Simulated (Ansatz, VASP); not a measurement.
HfO2: VASP beside Ansatz

```
CELL_PARAMETERS angstrom
0.20331 2.58216 2.58216
2.58216 0.20331 2.58216
2.58216 2.58216 0.20331
ATOMIC_POSITIONS crystal
Hf 0.00000 0.00000 0.00000
O 0.25000 0.25000 0.25000
O 0.75000 0.75000 0.75000
```

Alike in both runs: task single point; functional PBEsol; k mesh 8 × 8 × 8; occupations gaussian, width 0.05 eV; no spin polarisation.

|  | VASP | Ansatz |
| --- | --- | --- |
| version | VASP 6.6.1 | Ansatz 0.2.0 |
| potentials or method | VASP PAW PBE potentials, release 64 (Hf_pv, O) | scalar-relativistic, plane waves, PAW |
| plane-wave cutoff (eV) | 520 | 520 |
| valence electrons in the cell | 22 | 38 |

|  | VASP | Ansatz | Ansatz less VASP |
| --- | --- | --- | --- |
| gap on the k mesh at the Fermi level (eV) | 3.99 | 3.94 | -0.044 |
| least direct gap on the mesh (eV) | 3.99 | 3.94 | -0.044 |
| pressure (GPa) | 16.8 | 21.0 | +4.19 |
| largest component of the traceless stress (GPa) | 7.42 | 7.68 | +0.259 |
| rms of the force components (eV/Å) | 0.454 | 0.492 | +0.0388 |

Atom by atom the forces differ by 0.039 eV/Å (rms over components). The functional is the same, so the differences come from potentials, cutoffs and numerics. The two sets of potentials don't hold the same shells in valence. Ansatz warned: «pseudo_functional_mismatch».

Caveats: so large a pressure means that the cell lies far from this level's equilibrium, or that cutoff or potentials fall short (VASP); the potentials were made for another functional, which shifts forces and pressure (VASP); spin-orbit coupling is left out, which moves the levels of the heavy elements. A k mesh can miss the band edges.
